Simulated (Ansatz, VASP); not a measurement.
# TaN: VASP beside Ansatz

The input POSCAR:

```
TaN
1.0
    0.0000000000      2.4911437700      2.4911437700
    2.4911437700      0.0000000000      2.4911437700
    2.4911437700      2.4911437700      0.0000000000
Ta N
1 1
Direct
    0.0000000000      0.0000000000      0.0000000000
    0.2500000000      0.2500000000      0.2500000000
```

INCAR.step1

```
SYSTEM = TaN
PREC     = Accurate       ! precision mode
ENCUT    = 520            ! plane-wave cutoff, eV
ISMEAR   = 0              ! smearing method
SIGMA    = 0.05           ! smearing width, eV
LREAL    = .False.        ! projectors in reciprocal space
LASPH    = .True.         ! aspherical terms in the spheres
NELM     = 150            ! most SCF steps
ISPIN    = 2              ! spin polarisation
MAGMOM   = 0.48 -0.01     ! initial moments
LMAXMIX  = 4              ! l up to which the mixer works
LDAU     = .True.         ! DFT+U
LDAUTYPE = 1            
LDAUL    = 2 -1           ! shell
LDAUU    = 4 0            ! U, eV
LDAUJ    = 0.9 0        
NBANDS   = 19             ! bands
GGA      = PE             ! functional
ALGO     = Normal         ! electronic algorithm
EDIFF    = 1E-4           ! SCF threshold, eV
LWAVE    = .True.         ! write WAVECAR
LCHARG   = .False.        ! write CHGCAR
```

Contents of INCAR.step2:

```
SYSTEM = TaN
PREC     = Accurate       ! precision mode
ENCUT    = 520            ! plane-wave cutoff, eV
EDIFF    = 1E-6           ! SCF threshold, eV
ISMEAR   = 0              ! smearing method
SIGMA    = 0.05           ! smearing width, eV
LREAL    = .False.        ! projectors in reciprocal space
LASPH    = .True.         ! aspherical terms in the spheres
NELM     = 150            ! most SCF steps
ALGO     = Normal         ! electronic algorithm
ISIF     = 2              ! what is computed and relaxed
LWAVE    = .False.        ! write WAVECAR
LCHARG   = .False.        ! write CHGCAR
ISPIN    = 2              ! spin polarisation
MAGMOM   = 0.48 -0.01     ! initial moments
LORBIT   = 11             ! projections on sites
LMAXMIX  = 4              ! l up to which the mixer works
LDAU     = .True.         ! DFT+U
LDAUTYPE = 1            
LDAUL    = 2 -1           ! shell
LDAUU    = 4 0            ! U, eV
LDAUJ    = 0.9 0        
LDAUPRINT= 1            
METAGGA  = R2SCAN         ! meta-GGA
LMIXTAU  = .True.       
NBANDS   = 19             ! bands
ISTART   = 1
```

File KPOINTS:

```
regular mesh
0
Gamma
  7 7 7
  0 0 0
```

Input for Ansatz:

```yaml
crystal:
  lattice:
    - [0.0, 2.49114377, 2.49114377]
    - [2.49114377, 0.0, 2.49114377]
    - [2.49114377, 2.49114377, 0.0]
  atoms:
    - { symbol: Ta, position: [0.0, 0.0, 0.0], spin: 2.0 }
    - { symbol: "N", position: [0.25, 0.25, 0.25] }
basis:
  ecutwfc: 500
  ecutrho_ratio: 4
kpoints:
  mp_grid: { grid: [7, 7, 7] }
hamiltonian:
  xc: r2scan
  hubbard:
    sites:
      - { site: 0, l: d, u: 4.0, j: 0.9, starting_ns: [{ spin: up, occupation_matrix: s0up }, { spin: down, occupation_matrix: s0down }] }
    occupation_matrices:
      s0up:
        matrix:
          - [0.02, 0.0, 0.0, 0.0, 0.0]
          - [0.0, 0.97, 0.0, 0.0, 0.0]
          - [0.0, 0.0, 0.02, 0.0, 0.0]
          - [0.0, 0.0, 0.0, 0.02, 0.0]
          - [0.0, 0.0, 0.0, 0.0, 0.97]
      s0down:
        matrix:
          - [0.02, 0.0, 0.0, 0.0, 0.0]
          - [0.0, 0.02, 0.0, 0.0, 0.0]
          - [0.0, 0.0, 0.02, 0.0, 0.0]
          - [0.0, 0.0, 0.0, 0.02, 0.0]
          - [0.0, 0.0, 0.0, 0.0, 0.02]
    ns_hold: { iters: 5 }
scf:
  occupations: { method: gaussian, width: 0.05 }
  lower_state_search: "off"
  max_iter: 150
output:
  forces: true
  stress: true
  eigenvalues: true
  populations: true
  hubbard: { sites: [{ site: 0, l: d }] }
magnetization:
  spin_polarized: true
```

Alike in both runs: task single point; functional r2SCAN; k mesh 7 × 7 × 7; occupations gaussian, width 0.05 eV; collinear spin; Hubbard terms Ta d U = 4.0 eV, J = 0.9 eV.

```csv
,VASP,Ansatz
version,VASP 6.6.1,Ansatz 0.2.0
potentials or method,"VASP PAW PBE potentials, release 64 (Ta_pv, N)","scalar-relativistic, plane waves, PAW"
plane-wave cutoff (eV),520,500
valence electrons in the cell,16,18
```

|  | VASP | Ansatz | Ansatz less VASP |
| --- | --- | --- | --- |
| gap on the k mesh at the Fermi level (eV) | none | none | - |
| pressure (GPa) | -24.2 | -18.4 | +5.82 |
| largest component of the traceless stress (GPa) | 0.00 | 0.37 | +0.371 |
| net moment per atom (μB) | 0.00 | 0.42 | +0.424 |
| size of the moment on the site where the two differ most (μB) | 0.00 | 0.44 | +0.435 |

The net moments differ so much that the two runs ended in different magnetic states, which moves the other rows too. Site moments also hang on the region over which each program counts them. The programs project onto different local orbitals, so the same U acts differently. A gap of «none» marks a metal or a gap that the smearing closes. The two sets of potentials don't hold the same shells in valence. Ansatz warned: «filled_band_counts_differ_across_k_points».

Caveats: the PAW data sets were made with another functional, which shifts forces and pressure a little (VASP). The state reached can hang on the start; a lower one may exist. The runs have no spin-orbit coupling, so splittings on Ta are missing.
